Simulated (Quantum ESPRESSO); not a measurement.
# Pt: phonon spectrum and thermodynamics under several settings

```xyz
1
Lattice="0.0000 1.9609 1.9609 1.9609 0.0000 1.9609 1.9609 1.9609 0.0000" Properties=species:S:1:pos:R:3 pbc="T T T"
Pt    0.0000    0.0000    0.0000
```

All runs used Quantum ESPRESSO 7.5; k mesh 12 × 12 × 12; relaxed cell; no spin polarisation; occupations cold, width 0.2 eV; q mesh 2 × 2 × 2.

```tsv
level	potentials	cutoff (eV)	volume (Å³/atom)	pressure (GPa)	highest frequency (cm⁻¹)	zero-point energy (meV/atom)	entropy at room temperature (k_B/atom)
LDA	PseudoDojo 0.4.1 SR LDA standard	1034	?	-0.2	?	?	?
PBE	PseudoDojo 0.4.1 SR PBE standard	1143	15.61	0.1	185	22.7	4.78
```

**Question.** What stands in the row left open?

**Answer.** Volume 14.71 Å³/atom; highest frequency 204 cm⁻¹; zero-point energy 24.9 meV/atom; entropy at room temperature 4.52 k_B/atom.

For the row left open. Caveat: the q mesh is small, so phonon branches between its points and thermal values are rough.
